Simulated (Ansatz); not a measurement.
# MgS (Niningerite) in Ansatz: the effect of functional

MgS (Niningerite):

```xyz
2
Lattice="0.0000 2.6016 2.6016 2.6016 0.0000 2.6016 2.6016 2.6016 0.0000" Properties=species:S:1:pos:R:3 pbc="T T T"
S     2.6016    2.6016    2.6016
Mg    0.0000    0.0000    0.0000
```

Alike in all runs:

* Program: Ansatz 0.2.0
* Task: projected density of states
* Potentials or basis: Ansatz PAW
* k mesh: 5 × 5 × 5
* Occupations: fermi-dirac, width 0.05 eV
* Spin: no spin polarisation

```csv
functional,cutoff,gap on the mesh (eV),pressure (GPa)
LDA,420 eV (not typed: the program's choice for these potentials),2.97,-3.2
PBE,420 eV (not typed: the program's choice for these potentials),3.20,1.3
PBEsol,420 eV (not typed: the program's choice for these potentials),3.11,-0.8
RPBE,420 eV (not typed: the program's choice for these potentials),3.35,3.4
revPBE,420 eV (not typed: the program's choice for these potentials),3.32,3.0
BLYP,420 eV (not typed: the program's choice for these potentials),3.25,3.8
r2SCAN,500 eV (not typed: the program's choice for these potentials),3.87,0.1
HSE06,420 eV (not typed: the program's choice for these potentials),4.24,-0.3
PBE0,420 eV (not typed: the program's choice for these potentials),4.97,-0.3
r2SCAN0,500 eV (not typed: the program's choice for these potentials),?,?
```

**Question.** What does the run with functional r2SCAN0 give?

**Answer.** gap on the mesh 5.40 eV; pressure -0.8 GPa.

Caveats: odd divisions of the mesh miss points on the zone boundary, where band edges often lie, so the gap on the mesh can be too wide; the density of states is complete only up to the lowest level of the last band computed; the PAW data sets come from PBE, with cores solved anew for the run's functional, which leaves a small shift of forces and pressure (some runs); the thresholds are loose for stress (some runs).

A k mesh can miss the band edges.
